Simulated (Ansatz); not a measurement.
# As under changes of volume

One of the cells (21.530 Å³/atom); the others are scaled copies at fixed shape and fractional positions:

```
As
1.0
     1.88080    1.08588    3.51406
    -1.88080    1.08588    3.51406
     0.00000   -2.17176    3.51406
As
2
Direct
  0.22600 0.22600 0.22600
  0.77400 0.77400 0.77400
```

- Program: Ansatz 0.2.0
- Functional: PBE0
- Potentials or basis: Ansatz PAW
- Cutoff: 420 eV (not typed: the program's choice for these potentials)
- k mesh: 6 × 6 × 6
- Occupations: fermi-dirac, width 0.05 eV
- Spin: no spin polarisation

```csv
volume (Å³/atom),energy over the lowest point (meV/atom),pressure (GPa),gap on the mesh (eV),largest force (eV/Å)
20.239,28.64,6.6,none,0.452
20.669,13.75,4.5,none,0.293
21.100,?,?,?,?
21.530,0.00,0.8,none,0.006
21.961,0.11,-0.8,none,0.123
22.392,2.49,-2.0,0.45,0.208
22.822,9.57,-3.3,0.50,0.324
```

**Question.** What does the run at 21.100 Å³/atom give?

**Answer.** Energy over the lowest point 4.38 meV/atom; pressure 2.5 GPa; gap on the mesh none; largest force 0.145 eV/Å.

Worked out: A Birch-Murnaghan fit of order 3 (a polynomial in V^(-2/3)) to the other rows has its minimum at 21.78 Å³/atom with B0 = V·E''(V) = 72 GPa and B' = 5.9 at fixed shape and positions, which overstates the stiffness. It gives 4.56 meV/atom at 21.100 Å³/atom, against the run's 4.38, and -dE/dV = 2.5 GPa, against 2.5.

Energies are extrapolated to zero smearing.

Caveats: the PAW data sets come from PBE, with cores solved anew for the run's functional, which leaves a small shift of forces and pressure; the thresholds are loose for stress.

A mesh can miss the band edges. Spin-orbit coupling on As is left out.

A gap of «none» marks a metal or a gap under the smearing width.
